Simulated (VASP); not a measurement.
# SnSe₂ (distorted 1T (CdI2) bulk): a r²SCAN single-point calculation in VASP

INCAR

```
IBRION = -1
LWAVE = .FALSE.
LCHARG = .FALSE.
EDIFF = 1E-7
METAGGA = R2SCAN
PREC = Accurate
ALGO = Normal
SIGMA = 0.02
LASPH = .TRUE.
ENCUT = 520
ISMEAR = -1
NBANDS = 20
NELM = 120
LREAL = .FALSE.
ISIF = 2
NSW = 0
```

KPOINTS

```
KPOINTS created by Atomic Simulation Environment
0
Gamma
6 6 4
0 0 0
```

POSCAR

```
Sn Se
 1.0000000000000000
     3.8264999999999998   -0.0304000000000000    0.0271000000000000
    -1.9396000000000000    3.4058000000000002   -0.0868000000000000
     0.0442000000000000   -0.1377000000000000    6.3221999999999996
 Sn  Se
   1   2
Cartesian
  1.8519910399999997  3.1944760300000001  6.1434570399999995
 -0.0589665400000002  2.2929520299999999  1.5457081399999999
  1.9537178399999997  0.9287484000000000  4.6707572799999992
```

VASP ran with the recommended PBE PAW datasets (26 valence electrons in the cell).

OSZICAR

```
N       E                     dE             d eps       ncg     rms          rms(c)
DAV:   1     0.162611366483E+03    0.16261E+03   -0.12210E+04  3096   0.152E+03
DAV:   2    -0.339862493952E+02   -0.19660E+03   -0.18930E+03  3220   0.391E+02
DAV:   3    -0.581311473564E+02   -0.24145E+02   -0.23700E+02  3704   0.119E+02
DAV:   4    -0.589966402013E+02   -0.86549E+00   -0.86381E+00  3564   0.233E+01
DAV:   5    -0.590180046166E+02   -0.21364E-01   -0.21363E-01  4296   0.387E+00    0.547E+00
DAV:   6    -0.544866668566E+02    0.45313E+01   -0.16364E+00  3612   0.175E+01    0.379E+00
DAV:   7    -0.544976628710E+02   -0.10996E-01   -0.20376E-01  3600   0.254E+00    0.141E+00
DAV:   8    -0.545045694129E+02   -0.69065E-02   -0.15657E-02  3432   0.114E+00    0.292E-01
DAV:   9    -0.545057010795E+02   -0.11317E-02   -0.25754E-03  3780   0.373E-01    0.897E-02
DAV:  10    -0.545057849765E+02   -0.83897E-04   -0.29861E-04  3416   0.153E-01    0.465E-02
DAV:  11    -0.545058172320E+02   -0.32255E-04   -0.63014E-05  3520   0.552E-02    0.127E-02
DAV:  12    -0.545058203041E+02   -0.30722E-05   -0.92836E-06  3548   0.203E-02    0.478E-03
DAV:  13    -0.545058212825E+02   -0.97833E-06   -0.21605E-06  4080   0.997E-03    0.177E-03
DAV:  14    -0.545058211109E+02    0.17154E-06   -0.22515E-07  3352   0.299E-03    0.410E-04
DAV:  15    -0.545058211561E+02   -0.45154E-07   -0.12511E-08  2100   0.831E-04
   1 F= -.54505821E+02 E0= -.54505821E+02  d E =-.237004E-08
```

From OUTCAR

```
k-points           NKPTS =     76   k-points in BZ     NKDIM =     76   number of bands    NBANDS=     20

   NELECT =      26.0000    total number of electrons

   dimension x,y,z NGX =    28 NGY =   30 NGZ =   48
   dimension x,y,z NGXF=    56 NGYF=   60 NGZF=   96

  energy-cutoff  :      520.00
  volume of cell :       81.98
      direct lattice vectors                 reciprocal lattice vectors
     3.826500000 -0.030400000  0.027100000     0.262513369  0.149537358  0.001421689
    -1.939600000  3.405800000 -0.086800000     0.002298962  0.295089421  0.006411091
     0.044200000 -0.137700000  6.322200000    -0.001093696  0.003410411  0.158254714

 k-points in reciprocal lattice and weights: KPOINTS created by Atomic Simulation Env
   0.00000000  0.00000000  0.00000000       0.007
   0.16666667  0.00000000 -0.00000000       0.014
   0.33333333  0.00000000 -0.00000000       0.014
   0.50000000  0.00000000  0.00000000       0.007
  -0.00000000  0.16666667 -0.00000000       0.014
   0.16666667  0.16666667  0.00000000       0.014
   0.33333333  0.16666667  0.00000000       0.014
   0.50000000  0.16666667 -0.00000000       0.014
   ...

 E-fermi :   3.7300

 k-point     1 :       0.0000    0.0000    0.0000
  band No.  band energies     occupation
      1     -18.6170      2.00000
      2     -18.6052      2.00000
      3     -18.5608      2.00000
      4     -18.5591      2.00000
      5     -18.5509      2.00000
      6     -10.8027      2.00000
      7      -9.0940      2.00000
      8      -2.8867      2.00000
      9       2.2853      2.00000
     10       2.6281      2.00000
     11       3.0512      2.00000
     12       3.2991      2.00000
     13       3.3240      2.00000
     14       4.4293      0.00000
     15       6.8262      0.00000
     16       8.1368      0.00000
     17       8.3325      0.00000
     18      11.8467      0.00000
     19      12.5743      0.00000
     20      13.0480      0.00000

 k-point     2 :       0.1667    0.0000   -0.0000
  band No.  band energies     occupation
      1     -18.6164      2.00000
      2     -18.6089      2.00000
      3     -18.5657      2.00000
      4     -18.5533      2.00000
      5     -18.5487      2.00000
      6     -10.5412      2.00000
      7      -8.9260      2.00000
      8      -2.8300      2.00000
      9       0.8460      2.00000
     10       1.7222      2.00000
     11       1.9695      2.00000
     12       3.1392      2.00000
     13       3.3291      2.00000
     14       5.5270      0.00000
     15       7.2381      0.00000
     16       8.4462      0.00000
     17       8.6343      0.00000
     18      11.1010      0.00000
     19      12.1097      0.00000
     20      12.8929      0.00000

 k-point     3 :       0.3333    0.0000   -0.0000
  band No.  band energies     occupation
      1     -18.6421      2.00000
      2     -18.5978      2.00000
      3     -18.5749      2.00000
      4     -18.5406      2.00000
      5     -18.5372      2.00000
      6      -9.8716      2.00000
      7      -8.6046      2.00000
      8      -3.1759      2.00000
      9      -0.5728      2.00000
     10       0.6443      2.00000
     11       0.9615      2.00000
     12       2.7014      2.00000
     13       3.1097      2.00000
     14       4.7803      0.00000
     15       7.3603      0.00000
     16       8.7956      0.00000
     17       9.4766      0.00000
     18      10.0291      0.00000
     19      12.8201      0.00000
     20      13.7305      0.00000

 k-point     4 :       0.5000    0.0000    0.0000
  band No.  band energies     occupation
      1     -18.6556      2.00000
      2     -18.5948      2.00000
      3     -18.5791      2.00000
      4     -18.5335      2.00000
      5     -18.5292      2.00000
      6      -9.3761      2.00000
      7      -8.5134      2.00000
      8      -3.6978      2.00000
      9      -0.9122      2.00000
     10       0.4906      2.00000
     11       0.6598      2.00000
     12       2.1046      2.00000
     13       2.9735      2.00000
     14       4.4124      0.00000
     15       7.1527      0.00000
     16       8.7301      0.00000
     17       9.1905      0.00000
     18      10.3103      0.00000
     19      13.7145      0.00000
     20      14.7254      0.00000

 k-point     5 :      -0.0000    0.1667   -0.0000
  band No.  band energies     occupation
      1     -18.6262      2.00000
      2     -18.5996      2.00000
      3     -18.5604      2.00000
      4     -18.5551      2.00000
      5     -18.5520      2.00000
      6     -10.5501      2.00000
      7      -8.9489      2.00000
      8      -2.8497      2.00000
      9       0.6599      2.00000
     10       1.9076      2.00000
     11       1.9902      2.00000
     12       3.1576      2.00000
     13       3.3890      2.00000
     14       5.6045      0.00000
     15       7.5363      0.00000
     16       8.2227      0.00000
     17       8.7248      0.00000
     18      10.9750      0.00000
     19      12.2215      0.00000
     20      13.0595      0.00000

 k-point     6 :       0.1667    0.1667    0.0000
  band No.  band energies     occupation
      1     -18.6330      2.00000
      2     -18.6021      2.00000
      3     -18.5669      2.00000
      4     -18.5513      2.00000
      5     -18.5399      2.00000
      6     -10.0798      2.00000
      7      -8.7123      2.00000
      8      -2.9919      2.00000
      9      -0.0919      2.00000
     10       0.2423      2.00000
     11       1.7147      2.00000
     12       2.3875      2.00000
     13       3.0975      2.00000
     14       5.5212      0.00000
     15       8.3345      0.00000
     16       8.7303      0.00000
     17       9.1177      0.00000
     18      10.6627      0.00000
     19      11.0565      0.00000
     20      13.6699      0.00000

 k-point     7 :       0.3333    0.1667    0.0000
  band No.  band energies     occupation
      1     -18.6433      2.00000
      2     -18.6053      2.00000
      3     -18.5721      2.00000
      4     -18.5400      2.00000
      5     -18.5323      2.00000
      6      -9.4170      2.00000
      7      -8.5127      2.00000
      8      -3.6250      2.00000
      9      -0.6469      2.00000
     10       0.0750      2.00000
     11       0.7151      2.00000
     12       1.9051      2.00000
     13       2.4765      2.00000
     14       4.8218      0.00000
     15       8.3852      0.00000
     16       9.0274      0.00000
     17       9.9280      0.00000
     18      10.3064      0.00000
     19      12.5857      0.00000
     20      13.8501      0.00000

 k-point     8 :       0.5000    0.1667   -0.0000
  band No.  band energies     occupation
      1     -18.6456      2.00000
      2     -18.6034      2.00000
      3     -18.5730      2.00000
      4     -18.5417      2.00000
      5     -18.5292      2.00000
      6      -9.4131      2.00000
      7      -8.4861      2.00000
      8      -3.6676      2.00000
      9      -0.6634      2.00000
     10       0.0519      2.00000
     11       0.7849      2.00000
     12       2.0177      2.00000
     13       2.4278      2.00000
     14       4.7104      0.00000
     15       8.3450      0.00000
     16       8.9515      0.00000
     17       9.9697      0.00000
     18      10.2308      0.00000
     19      12.3868      0.00000
     20      13.9529      0.00000

 k-point     9 :      -0.3333    0.1667    0.0000
  band No.  band energies     occupation
      1     -18.6352      2.00000
      2     -18.6001      2.00000
      3     -18.5693      2.00000
      4     -18.5515      2.00000
      5     -18.5369      2.00000
      6     -10.0695      2.00000
      7      -8.6751      2.00000
      8      -3.0464      2.00000
      9      -0.1067      2.00000
     10       0.2381      2.00000
     11       1.8254      2.00000
     12       2.4664      2.00000
     13       3.0867      2.00000
     14       5.2711      0.00000
     15       8.2141      0.00000
     16       8.5639      0.00000
     17       9.1119      0.00000
     18      10.6160      0.00000
     19      10.9444      0.00000
     20      13.8680      0.00000

 k-point    10 :      -0.1667    0.1667    0.0000
  band No.  band energies     occupation
      1     -18.6250      2.00000
      2     -18.6007      2.00000
      3     -18.5628      2.00000
      4     -18.5548      2.00000
      5     -18.5499      2.00000
      6     -10.5454      2.00000
      7      -8.9340      2.00000
      8      -2.8625      2.00000
      9       0.6779      2.00000
     10       1.9166      2.00000
     11       2.0140      2.00000
     12       3.1400      2.00000
     13       3.3861      2.00000
     14       5.5142      0.00000
     15       7.3638      0.00000
     16       8.3107      0.00000
     17       8.6940      0.00000
     18      11.0373      0.00000
     19      12.0322      0.00000
     20      13.0552      0.00000

 ...

  Total       -0.2747264     -1.0648786     -1.2826157      0.1889384      0.0413726      0.2190992
  in kB       -5.3692807    -20.8120993    -25.0675748      3.6926322      0.8085896      4.2820979
  external PRESSURE =     -17.0829849 kB  Pullay stress =       0.0000000 kB

 POSITION                                       TOTAL-FORCE (eV/Angst)
 -----------------------------------------------------------------------------------
      1.85199      3.19448      6.14346         0.265487      0.104099      1.335083
     -0.05897      2.29295      1.54571        -0.035623     -0.129409     -1.148027
      1.95372      0.92875      4.67076        -0.229864      0.025310     -0.187056
 -----------------------------------------------------------------------------------
    total drift:                                0.000101     -0.000759      0.002083

  FREE ENERGIE OF THE ION-ELECTRON SYSTEM (eV)
  ---------------------------------------------------
  free  energy   TOTEN  =       -54.5058211561 eV

  energy  without entropy=      -54.5058211537  energy(sigma->0) =      -54.50582115
```

```yaml
gap_between_bands_v_and_c_on_the_k_mesh: 0.67 eV
least_direct_gap_on_the_k_mesh: 1.11 eV
pressure: -1.7 GPa
largest_force: 1.37 eV/Å
```

Band v is the last that the valence electrons fill when counted band by band, and c is the next.
